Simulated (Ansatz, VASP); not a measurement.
Be4Se in VASP and in Ansatz

```
Be Se
1.0
     3.95880    0.00000    0.00000
     0.00000    3.95880    0.00000
     0.00000    0.00000    3.95880
Be Se
4 1
Direct
  0.00000 0.00000 0.00000
  0.50000 0.00000 0.00000
  0.00000 0.50000 0.00000
  0.00000 0.00000 0.50000
  0.50000 0.50000 0.50000
```

Alike in both runs: task relaxation of cell and atoms; functional PBE; k mesh 10 × 10 × 10; occupations gaussian, width 0.1 eV; no spin polarisation.

|  | VASP | Ansatz |
| --- | --- | --- |
| version | VASP 6.6.1 | Ansatz 0.2.0 |
| potentials or method | VASP PAW PBE potentials, release 64 (Be, Se) | scalar-relativistic, plane waves, PAW |
| plane-wave cutoff (eV) | 600 | 420 |
| valence electrons in the cell | 14 | 24 |

Ansatz gave:

* gap on the k mesh at the Fermi level, each at its own relaxed structure (eV): none
* relaxed volume (Å³/atom): 12.45
* relaxed cell length with the largest relative difference (Å): 3.963

Estimate VASP's values.

gap on the k mesh at the Fermi level, each at its own relaxed structure (eV): none; relaxed volume (Å³/atom): 12.46; relaxed cell length with the largest relative difference (Å): 3.964.

A gap of «none» marks a metal or a gap that the smearing closes. The two sets of potentials don't hold the same shells in valence.
